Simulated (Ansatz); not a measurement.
# SiC: levels at named points

The task, for SiC: read the levels at named points of the zone under several functionals.

Program: Ansatz 0.2.0. Level of theory: DFT PBE, scalar-relativistic, plane waves, PAW, unless a step's input says otherwise. These are calculated values, not measurements.

That is the level of the relaxation; later steps name their own.

## 1. Starting point

It takes space group P6_3mc (No. 186, hexagonal). Conventional cell: a = 3.094 Å, b = 3.094 Å, c = 10.129 Å, α = 90.00°, β = 90.00°, γ = 120.00°. Si (site symmetry 3m) has 4 C at 1.90 Å as nearest neighbours. Si (site symmetry 3m) has 4 C at 1.89 to 1.90 Å as nearest neighbours. C (site symmetry 3m) is surrounded by 4 Si at 1.89 to 1.90 Å. C (site symmetry 3m) has 4 Si at 1.90 Å as nearest neighbours.

Coordinates:

```cif
data_structure
_symmetry_space_group_name_H-M 'P 1'
_symmetry_Int_Tables_number 1
_cell_length_a 3.0941
_cell_length_b 3.0941
_cell_length_c 10.1293
_cell_angle_alpha 90.000
_cell_angle_beta 90.000
_cell_angle_gamma 120.000
_cell_volume 83.98
loop_
_atom_site_label
_atom_site_type_symbol
_atom_site_fract_x
_atom_site_fract_y
_atom_site_fract_z
_atom_site_occupancy
Si1 Si 0.66667 0.33333 0.93784 1
Si2 Si 0.33333 0.66667 0.43784 1
Si3 Si 0.00000 0.00000 0.68790 1
Si4 Si 0.00000 0.00000 0.18790 1
C1 C 0.66667 0.33333 0.74981 1
C2 C 0.33333 0.66667 0.24981 1
C3 C 0.00000 0.00000 0.50045 1
C4 C 0.00000 0.00000 0.00045 1
```

It goes back to an entry of the Materials Project.

It is the result of an earlier relaxation at this level (volume 10.50 Å³/atom; gap on the mesh: 2.22 eV).

## 2. Band edges over the whole zone

Input file input.yaml:

```yaml
crystal:
  lattice:
    - [3.0941201803, 0.0, 0.0]
    - [-1.5470600901, 2.6795866785, 0.0]
    - [0.0, 0.0, 10.1293392019]
  atoms:
    - { symbol: Si, position: [0.6666666667, 0.3333333333, 0.9378441878] }
    - { symbol: Si, position: [0.3333333333, 0.6666666667, 0.4378441878] }
    - { symbol: Si, position: [0.0, 0.0, 0.6878995565] }
    - { symbol: Si, position: [0.0, 0.0, 0.1878995565] }
    - { symbol: C, position: [0.6666666667, 0.3333333333, 0.7498074459] }
    - { symbol: C, position: [0.3333333333, 0.6666666667, 0.2498074459] }
    - { symbol: C, position: [0.0, 0.0, 0.5004478098] }
    - { symbol: C, position: [0.0, 0.0, 0.0004478098] }
basis:
  ecutwfc: 420
kpoints:
  mp_grid: { grid: [12, 12, 4] }
  band_path: { path: [VBM, CBM], npoints: 2 }
hamiltonian:
  xc: pbe
scf:
  occupations: { method: gaussian, width: 0.02 }
output:
  forces: true
  stress: true
  eigenvalues: true
```

On the command line:

```
$ ansatz run input.yaml --threads 2 --pin off --max-ram 5120MiB --backend cpu --events-out ev --progress --plain --runs-dir out
```

Standard output, cut to the lines that bear on the results:

```text
Warning: RAYON_NUM_THREADS=2 ignored (pool sized by the plan → 2); use --threads N
[...]
Pseudopotentials: kind: paw
Pseudopotential: Si, paw, valence charge 4, recommended cutoff 420 eV (normal), Si.paw.azcp
Pseudopotential: C, paw, valence charge 4, recommended cutoff 420 eV (normal), C.paw.azcp
Functional definition: PBE
[...]
Crystal: 8 atoms, lattice volume = 83.982 Å³
Basis set: ecut = 420 eV, 1629 PW (Γ), exchange–correlation on 48×48×144 points (8 copies of the dense FFT grid, shifted against one another)
Bands: 24, of which v1, the nominal top of the filled ones, is band 16 counted from 1 (15 counted from 0)
Symmetry: 12 space group operations
Space group: P63mc (ITA 186), of the structure as read, at distance tolerance 4.4e-5 Å
k-points: 57 of 576 (time reversal used)
[...]
SCF iter   1: F=—  HF=-3548.646667 eV  |F-HF|=—  |Δ(HF+E_count)|=         —  Δρ=2.80e-3  dr2=7.19e-3  ethr=1.77e-3  ⟨swp⟩=6.4  Hψ=7592  notcnv=0  defer=1
[...]
SCF iter   6: F=-3548.646400 eV  HF=-3548.646400 eV  |F-HF|=1.25e-8  |Δ(HF+E_count)|=   2.41e-7  Δρ=3.97e-6  dr2=8.15e-9  ethr=3.13e-10  ⟨swp⟩=9.2  Hψ=6320  notcnv=0
[...]
NSCF: frozen V_eff on 28 k-points
NSCF: frozen V_eff on 28 k-points
NSCF: frozen V_eff on 28 k-points
NSCF: frozen V_eff on 28 k-points
NSCF: frozen V_eff on 4 k-points
NSCF: frozen V_eff on 8 k-points
NSCF: frozen V_eff on 8 k-points
NSCF: frozen V_eff on 8 k-points
NSCF: frozen V_eff on 5 k-points
NSCF: frozen V_eff on 5 k-points
NSCF: frozen V_eff on 3 k-points
SCF converged after 6 iterations
Free energy (F): -3548.646400 eV
[...]
E sigma→0 (E₀):  -3548.646400 eV
Fermi energy:    10.475331 eV
[...]
--- Forces (eV/Å), atoms counted from 1 ---
  atom   1  Si     0.00000000    -0.00000000     0.00010166
  atom   2  Si    -0.00000000     0.00000000     0.00010166
  atom   3  Si    -0.00000000     0.00000000     0.00007519
  atom   4  Si     0.00000000    -0.00000000     0.00007519
  atom   5  C      0.00000000    -0.00000000    -0.00007939
  atom   6  C     -0.00000000     0.00000000    -0.00007939
  atom   7  C      0.00000000    -0.00000000    -0.00009875
  atom   8  C     -0.00000000     0.00000000    -0.00009875
[...]
--- Stress (GPa, compression-positive) ---
        0.000743       0.000000       0.000000
       -0.000000       0.000743       0.000000
        0.000000      -0.000000       0.001571
  P = ⅓ Tr σ = 0.0010 GPa (0.010 kbar)
--- Band table (eV; the first three rows and the last of 57) ---
  k-point 0: bands = ["-6.0023", "-4.8392", "-4.8032", "-2.4900", "0.8354", "5.0103", "5.0503", "8.1826", "8.1826", "8.6416", "8.6416", "8.7816", "8.7816", "9.3128", "9.3633", "9.3633", "14.3188", "14.8983", "15.4648", "15.5369", "16.2451", "16.2451", "16.2941", "16.2941"]
[...]
```

It took 9.8 s on 2 threads of AMD EPYC 7B13 (Zen 3), shared host; peak memory 0.44 GiB.

## 3. Levels with PBE

input.yaml, as its differences from that of step 2:

```diff
@@ -18,3 +18,12 @@
   mp_grid: { grid: [12, 12, 4] }
-  band_path: { path: [VBM, CBM], npoints: 2 }
+  band_path:
+    path:
+      - [0.0, 0.0, 0.0]
+      - [0.5, 0.0, 0.0]
+      - [0.3333333333, 0.3333333333, 0.0]
+      - [0.0, 0.0, 0.5]
+      - [0.5, 0.0, 0.5]
+      - [0.3333333333, 0.3333333333, 0.5]
+      - [0.0, 0.5, 0.0]
+    npoints: 1
 hamiltonian:
@@ -23,2 +32,3 @@
   occupations: { method: gaussian, width: 0.02 }
+  n_extra_bands: 7
 output:
@@ -27 +37,5 @@
   eigenvalues: true
+  write_density: true
+  write_potential: true
+  elf: true
+  volumetric_format: npy
```

On the command line:

```
$ ansatz run input.yaml --threads 2 --pin off --max-ram 5120MiB --backend cpu --events-out ev --progress --plain --runs-dir out
```

Standard output:

```text
Warning: RAYON_NUM_THREADS=2 ignored (pool sized by the plan → 2); use --threads N
scf.n_extra_bands = 7 over 16 filled bands (N_el = 32.0): the run solves 23 bands
Engine: ansatz 0.2.0, x86_64-unknown-linux-gnu
[... 4 set-up lines as earlier in the session ...]
  parameter kappa = 0.804
  parameter beta = 0.06672455060314922
  exchange = pbe_x(kappa = kappa, mu = beta*pi^2/3)
  correlation = pbe_c(beta = beta)
Crystal: 8 atoms, lattice volume = 83.982 Å³
Basis set: ecut = 420 eV, 1629 PW (Γ), exchange–correlation on 48×48×144 points (8 copies of the dense FFT grid, shifted against one another)
Bands: 23, of which v1, the nominal top of the filled ones, is band 16 counted from 1 (15 counted from 0)
[... 2 set-up lines as earlier in the session ...]
k-points: 57 of 576 (time reversal used)
Non-local potential: Si, projectors of the file, l = 0: 2, l = 1: 2, l = 2: 2
Non-local potential: C, projectors of the file, l = 0: 2, l = 1: 2, l = 2: 1
PAW form: soft (Blöchl's): semilocal exchange-correlation on the pseudo side does not see the compensation charge
PAW one-centre angular grid: Si, 110 points (default); XC on 64 Gauss nodes
PAW one-centre angular grid: C, 110 points (default); XC on 64 Gauss nodes
Initial density: superposition of atomic densities (neutral atoms: chi_scale 0, normalization atom), corrected by the library's trained network
Initial wavefunctions: pseudopotential atomic-orbital guess
Functional: x = pbe(κ = 0.804, μ = 0.2195149727645171), c = pbe(β = 0.06672455060314922)
SCF iter   1: F=—  HF=-3548.646667 eV  |F-HF|=—  |Δ(HF+E_count)|=         —  Δρ=2.80e-3  dr2=7.18e-3  ethr=1.77e-3  ⟨swp⟩=6.6  Hψ=7417  notcnv=0  defer=2
preconditioner: auto → none  [insulator: Δε(μ)=2.196 eV  Ē_g=11.556 eV  σ=0.020 eV  W_gap=1.00  n_scr=6 (ndim 8)  ℏωp=22.9 eV  f_vac=0.000  D(μ)=0.00/eV (n_scr^D=0)  ε∞_Penn≈4.9]
SCF iter   2: F=—  HF=-3548.646229 eV  |F-HF|=—  |Δ(HF+E_count)|=   4.39e-4  Δρ=7.47e-4  dr2=2.31e-4  ethr=2.24e-5  ⟨swp⟩=2.3  Hψ=2837  notcnv=0  defer=108
SCF iter   3: F=—  HF=-3548.646442 eV  |F-HF|=—  |Δ(HF+E_count)|=   2.14e-4  Δρ=3.14e-4  dr2=3.70e-5  ethr=7.22e-7  ⟨swp⟩=2.3  Hψ=2154  notcnv=0  defer=108
SCF iter   4: F=—  HF=-3548.646400 eV  |F-HF|=—  |Δ(HF+E_count)|=   4.20e-5  Δρ=6.03e-5  dr2=6.59e-6  ethr=1.16e-7  ⟨swp⟩=2.0  Hψ=2062  notcnv=0  defer=108
SCF iter   5: F=—  HF=-3548.646400 eV  |F-HF|=—  |Δ(HF+E_count)|=   2.47e-7  Δρ=1.77e-5  dr2=1.89e-7  ethr=2.06e-8  ⟨swp⟩=2.0  Hψ=1822  notcnv=0  defer=108
SCF iter   6: F=-3548.646400 eV  HF=-3548.646400 eV  |F-HF|=1.14e-8  |Δ(HF+E_count)|=   2.83e-7  Δρ=4.16e-6  dr2=9.92e-9  ethr=3.13e-10  ⟨swp⟩=13.2  Hψ=9395  notcnv=0
SCF 1 converged in 6 iterations: F = -3548.646400 eV  dr2 = 9.92e-9
NSCF: frozen V_eff on 7 k-points
SCF converged after 6 iterations
Free energy (F): -3548.646400 eV
Harris-Foulkes:  -3548.646400 eV  (|F-HF|=1.14e-8)
Internal energy: -3548.646400 eV  (E = F + TS)
E sigma→0 (E₀):  -3548.646400 eV
Fermi energy:    10.475330 eV
--- Per-component energies (eV) ---
  E_band       = 110.128912
  E_kinetic    = 539.774772
  E_local      = -422.788560  (includes V_loc(G=0)·N_el)
  E_nonlocal   = 206.616638
  E_hartree    = 129.636763
  E_xc         = -421.022976
  E_vxc        = -436.195734  (∫ρ·V_xc dr)
  E_paw        = -2448.067489  (= ΣΔE_a)
  E_vpaw       = -36.551525  (= ΣTr[D̂ρ^β])
  E_aug_tail   = 0.000048  (compensation charges beyond the density's cutoff)
  E_ewald      = -1132.795597
  E_smearing   = -0.000000  (= −TS)
  E_closure    = -0.000000  (closes the sum)
  Σ components = -3548.646400   (vs F -3548.646400, Δ=0.00e0)
--- Forces (eV/Å), atoms counted from 1 ---
  atom   1  Si     0.00000000    -0.00000000     0.00010012
  atom   2  Si    -0.00000000     0.00000000     0.00010012
  atom   3  Si    -0.00000000     0.00000000     0.00007636
  atom   4  Si     0.00000000    -0.00000000     0.00007636
  atom   5  C      0.00000000    -0.00000000    -0.00007058
  atom   6  C     -0.00000000     0.00000000    -0.00007058
  atom   7  C      0.00000000    -0.00000000    -0.00010703
  atom   8  C     -0.00000000     0.00000000    -0.00010703
  max |Σ_I F_I| component: 2.25e-6 eV/Å
--- Stress (GPa, compression-positive) ---
        0.000740      -0.000000       0.000000
       -0.000000       0.000740      -0.000000
        0.000000       0.000000       0.001570
  P = ⅓ Tr σ = 0.0010 GPa (0.010 kbar)
--- Band table (eV; the first three rows and the last of 57) ---
  k-point 0: bands = ["-6.0023", "-4.8392", "-4.8031", "-2.4900", "0.8354", "5.0103", "5.0503", "8.1826", "8.1826", "8.6416", "8.6416", "8.7816", "8.7816", "9.3128", "9.3633", "9.3633", "14.3188", "14.8983", "15.4648", "15.5369", "16.2451", "16.2451", "16.2941"]
  k-point 1: bands = ["-5.9267", "-5.3301", "-4.1926", "-2.8139", "1.2820", "3.6143", "6.4725", "8.2191", "8.2191", "8.4889", "8.4889", "8.8847", "8.9516", "8.9516", "9.3081", "9.3081", "14.3729", "14.7492", "15.7204", "15.7315", "16.2900", "16.2900", "16.3203"]
  k-point 2: bands = ["-5.7013", "-5.7013", "-3.4858", "-3.4858", "2.3174", "2.3174", "7.8248", "7.8248", "8.3252", "8.3252", "8.3252", "8.3252", "9.1576", "9.1576", "9.1576", "9.1576", "14.5271", "14.5271", "15.9660", "15.9660", "16.3445", "16.3445", "16.3445"]
  k-point 56: bands = ["-1.4707", "-1.4707", "-1.3961", "-1.3961", "2.0508", "2.0508", "2.3404", "2.3404", "3.6855", "3.6855", "4.4128", "4.4128", "6.6333", "6.6333", "6.9391", "6.9391", "12.6035", "12.6035", "15.9557", "15.9557", "16.0349", "16.0349", "18.0197"]
```

It took 5.2 s on 2 threads of AMD EPYC 7B13 (Zen 3), shared host; peak memory 0.44 GiB.

Levels at named points, in eV from the top of the last band filled by count:

| point | band 14 | band 15 | band 16 | band 17 | band 18 | band 19 |
| --- | --- | --- | --- | --- | --- | --- |
| Γ | -0.05 | 0.00 | 0.00 | 4.96 | 5.54 | 6.10 |
| M | -2.20 | -1.56 | -1.12 | 2.22 | 2.34 | 4.18 |
| K | -2.83 | -2.83 | -1.66 | 3.97 | 3.97 | 5.11 |
| A | -0.21 | -0.21 | -0.21 | 5.16 | 5.16 | 6.60 |
| L | -2.48 | -1.54 | -1.54 | 2.63 | 2.63 | 4.18 |
| H | -2.73 | -2.42 | -2.42 | 3.24 | 3.24 | 6.59 |
| bottom* | -2.20 | -1.56 | -1.12 | 2.22 | 2.34 | 4.18 |

* Points where the relaxation's level has its edges, typed into the path; another level's edges can lie beside them.

## 4. Levels with r2SCAN

input.yaml, as its differences from that of step 3:

```diff
@@ -15,3 +15,3 @@
 basis:
-  ecutwfc: 420
+  ecutwfc: 500
 kpoints:
@@ -29,3 +29,3 @@
 hamiltonian:
-  xc: pbe
+  xc: r2scan
 scf:
@@ -37,5 +37 @@
   eigenvalues: true
-  write_density: true
-  write_potential: true
-  elf: true
-  volumetric_format: npy
```

On the command line:

```
$ ansatz run input.yaml --threads 2 --pin off --max-ram 5120MiB --backend cpu --events-out ev --progress --plain --runs-dir out
```

Standard output:

```text
Warning: RAYON_NUM_THREADS=2 ignored (pool sized by the plan → 2); use --threads N
scf.n_extra_bands = 7 over 16 filled bands (N_el = 32.0): the run solves 23 bands
[... 2 set-up lines as earlier in the session ...]
Pseudopotential: Si, paw, valence charge 4, recommended cutoff 500 eV (meta_gga), Si.paw.azcp
Pseudopotential: C, paw, valence charge 4, recommended cutoff 500 eV (meta_gga), C.paw.azcp
Functional definition: r2SCAN
  parameter k0 = 0.174
  parameter k1 = 0.065
  parameter a1 = 4.9479
  exchange = r2scan_x(k0 = k0, k1 = k1, a1 = a1)
  correlation = r2scan_c
Crystal: 8 atoms, lattice volume = 83.982 Å³
Basis set: ecut = 500 eV, 2161 PW (Γ), exchange–correlation on 96×96×300 points (64 copies of the dense FFT grid, shifted against one another)
Bands: 23, of which v1, the nominal top of the filled ones, is band 16 counted from 1 (15 counted from 0)
[... 2 set-up lines as earlier in the session ...]
k-points: 57 of 576 (time reversal used)
[... 3 set-up lines as earlier in the session ...]
PAW frozen core: Si, regenerated for the run's functional (the file was generated under x = pbe(κ = 0.804, μ = 0.2195149727645171), c = pbe(β = 0.06672455060314922))
PAW frozen core: C, regenerated for the run's functional (the file was generated under x = pbe(κ = 0.804, μ = 0.2195149727645171), c = pbe(β = 0.06672455060314922))
PAW one-centre angular grid: Si, 302 points (default); XC on 160 Gauss nodes
PAW one-centre angular grid: C, 302 points (default); XC on 239 of its mesh's 2573 points in the sphere
[... 2 set-up lines as earlier in the session ...]
Functional: x = r2scan, c = r2scan; τ floored in thin density (d = 2e-4 eV/Å³)
SCF iter   1: F=—  HF=-3565.150020 eV  |F-HF|=—  |Δ(HF+E_count)|=         —  Δρ=5.78e-3  dr2=1.80e-2  dr2_τ=7.41e-1  ethr=1.77e-3  ⟨swp⟩=6.9  Hψ=7665  notcnv=0  defer=1
preconditioner: auto → none  [insulator: Δε(μ)=2.535 eV  Ē_g=12.385 eV  σ=0.020 eV  W_gap=1.00  n_scr=6 (ndim 8)  ℏωp=22.9 eV  f_vac=0.000  D(μ)=0.00/eV (n_scr^D=0)  ε∞_Penn≈4.4]
SCF iter   2: F=—  HF=-3565.321291 eV  |F-HF|=—  |Δ(HF+E_count)|=   1.71e-1  Δρ=3.97e-3  dr2=7.24e-3  dr2_τ=1.35e-4  ethr=5.62e-5  ⟨swp⟩=3.0  Hψ=3245  notcnv=0  defer=116
SCF iter   3: F=—  HF=-3565.321295 eV  |F-HF|=—  |Δ(HF+E_count)|=   3.75e-6  Δρ=1.49e-3  dr2=2.19e-3  dr2_τ=7.60e-5  ethr=2.26e-5  ⟨swp⟩=2.0  Hψ=2365  notcnv=0  defer=116
SCF iter   4: F=—  HF=-3565.321088 eV  |F-HF|=—  |Δ(HF+E_count)|=   2.07e-4  Δρ=4.04e-4  dr2=1.32e-4  dr2_τ=1.92e-5  ethr=6.85e-6  ⟨swp⟩=2.1  Hψ=2240  notcnv=0  defer=116
SCF iter   5: F=—  HF=-3565.321078 eV  |F-HF|=—  |Δ(HF+E_count)|=   9.84e-6  Δρ=8.32e-5  dr2=3.11e-6  dr2_τ=6.43e-7  ethr=4.12e-7  ⟨swp⟩=2.2  Hψ=1901  notcnv=0  defer=116
SCF iter   6: F=—  HF=-3565.321084 eV  |F-HF|=—  |Δ(HF+E_count)|=   6.17e-6  Δρ=4.64e-5  dr2=1.50e-6  dr2_τ=3.45e-8  ethr=9.73e-9  ⟨swp⟩=2.0  Hψ=2102  notcnv=0  defer=116
SCF iter   7: F=—  HF=-3565.321085 eV  |F-HF|=—  |Δ(HF+E_count)|=   3.20e-7  Δρ=1.67e-5  dr2=1.88e-7  dr2_τ=3.34e-9  ethr=4.68e-9  ⟨swp⟩=2.4  Hψ=1966  notcnv=0  defer=116
SCF iter   8: F=-3565.321085 eV  HF=-3565.321085 eV  |F-HF|=2.69e-9  |Δ(HF+E_count)|=   3.45e-8  Δρ=2.96e-6  dr2=3.89e-9  dr2_τ=1.62e-10  ethr=3.13e-10  ⟨swp⟩=9.5  Hψ=5634  notcnv=0
SCF 1 converged in 8 iterations: F = -3565.321085 eV  dr2 = 3.89e-9
NSCF: frozen V_eff on 7 k-points
SCF converged after 8 iterations
Free energy (F): -3565.321085 eV
Harris-Foulkes:  -3565.321085 eV  (|F-HF|=2.69e-9)
Internal energy: -3565.321085 eV  (E = F + TS)
E sigma→0 (E₀):  -3565.321085 eV
Fermi energy:    10.544747 eV
--- Per-component energies (eV) ---
  E_band       = 97.287860
  E_kinetic    = 540.733535
  E_local      = -419.569148  (includes V_loc(G=0)·N_el)
  E_nonlocal   = 200.605867
  E_hartree    = 131.266843
  E_xc         = -404.299350
  E_vxc        = -473.011166  (∫ρ·V_xc dr)
  E_paw        = -2480.858440  (= ΣΔE_a)
  E_vpaw       = -36.231164  (= ΣTr[D̂ρ^β])
  E_aug_tail   = 0.000033  (compensation charges beyond the density's cutoff)
  E_vtau       = 22.225609  (kinetic-family band-sum trace: ∫τ·v_τ [+ j·A + Jᵃ·Aᵃ] dr)
  E_ewald      = -1132.795597
  E_core_change = -0.404827  (= ΣΔE_core)
  E_smearing   = -0.000000  (= −TS)
  E_closure    = -0.000000  (closes the sum)
  Σ components = -3565.321085   (vs F -3565.321085, Δ=0.00e0)
--- Forces (eV/Å), atoms counted from 1 ---
  atom   1  Si     0.00000000    -0.00000000     0.00368076
  atom   2  Si    -0.00000000     0.00000000     0.00368076
  atom   3  Si    -0.00000000     0.00000000    -0.00344681
  atom   4  Si     0.00000000    -0.00000000    -0.00344681
  atom   5  C      0.00000000    -0.00000000    -0.00460999
  atom   6  C     -0.00000000     0.00000000    -0.00460999
  atom   7  C      0.00000000    -0.00000000     0.00439172
  atom   8  C     -0.00000000     0.00000000     0.00439172
  max |Σ_I F_I| component: 3.14e-5 eV/Å
--- Stress (GPa, compression-positive) ---
       -3.556372       0.000000       0.000000
       -0.000000      -3.556372       0.000000
       -0.000000       0.000000      -3.443004
  P = ⅓ Tr σ = -3.5186 GPa (-35.186 kbar)
--- Band table (eV; the first three rows and the last of 57) ---
  k-point 0: bands = ["-6.8943", "-5.6920", "-5.6542", "-3.3221", "0.4326", "4.7117", "4.7582", "8.0081", "8.0081", "8.4907", "8.4907", "8.6387", "8.6387", "9.1994", "9.2490", "9.2490", "14.7505", "15.3446", "15.9179", "15.9927", "16.6516", "16.6516", "16.6878"]
  k-point 1: bands = ["-6.8160", "-6.1983", "-5.0273", "-3.6367", "0.8756", "3.2644", "6.2377", "8.0466", "8.0466", "8.3304", "8.3304", "8.7535", "8.8170", "8.8170", "9.1911", "9.1911", "14.8063", "15.1923", "16.1784", "16.2034", "16.6985", "16.6985", "16.7183"]
  k-point 2: bands = ["-6.5824", "-6.5824", "-4.3077", "-4.3077", "1.9271", "1.9271", "7.6488", "7.6488", "8.1584", "8.1584", "8.1584", "8.1584", "9.0334", "9.0334", "9.0334", "9.0334", "14.9648", "14.9648", "16.4344", "16.4344", "16.7513", "16.7513", "16.7513"]
  k-point 56: bands = ["-2.2869", "-2.2869", "-2.2169", "-2.2169", "1.6928", "1.6928", "1.9850", "1.9850", "3.3753", "3.3753", "4.1288", "4.1288", "6.4158", "6.4158", "6.7201", "6.7201", "12.9100", "12.9100", "16.4133", "16.4133", "16.5055", "16.5055", "18.5910"]
```

It took 10 s on 2 threads of AMD EPYC 7B13 (Zen 3), shared host; peak memory 0.57 GiB.

Levels at named points, in eV from the top of the last band filled by count:

| point | band 14 | band 15 | band 16 | band 17 | band 18 | band 19 |
| --- | --- | --- | --- | --- | --- | --- |
| Γ | -0.05 | 0.00 | 0.00 | 5.50 | 6.10 | 6.67 |
| M | -2.31 | -1.63 | -1.17 | 2.59 | 2.74 | 4.66 |
| K | -2.93 | -2.93 | -1.74 | 4.41 | 4.41 | 5.62 |
| A | -0.22 | -0.22 | -0.22 | 5.72 | 5.72 | 7.19 |
| L | -2.55 | -1.62 | -1.62 | 3.03 | 3.03 | 4.64 |
| H | -2.83 | -2.53 | -2.53 | 3.66 | 3.66 | 7.16 |
| bottom* | -2.31 | -1.63 | -1.17 | 2.59 | 2.74 | 4.66 |

* Points where the relaxation's level has its edges, typed into the path; another level's edges can lie beside them.

## 5. The ladder

| level | k mesh | gap (eV) | least direct gap (eV) | top at | bottom at | CPU time (s) |
| --- | --- | --- | --- | --- | --- | --- |
| PBE | 12×12×4 | 2.22 | 3.34 | Γ | M | 10 |
| r2SCAN | 12×12×4 | 2.59 | 3.76 | Γ | M | 21 |

Gaps are by band count over the mesh and the named points; a gap of 0 means that the bands overlap or touch.

## 6. What came out

| quantity | value |
| --- | --- |
| gap, PBE | 2.22 eV, indirect |
| gap, r2SCAN | 2.59 eV, indirect |

What this shows: The gap runs from 2.22 eV (PBE) to 2.59 eV (r2SCAN).

These are semilocal Kohn-Sham gaps, which aren't the measured quantity. Such gaps usually fall short of the measured ones.
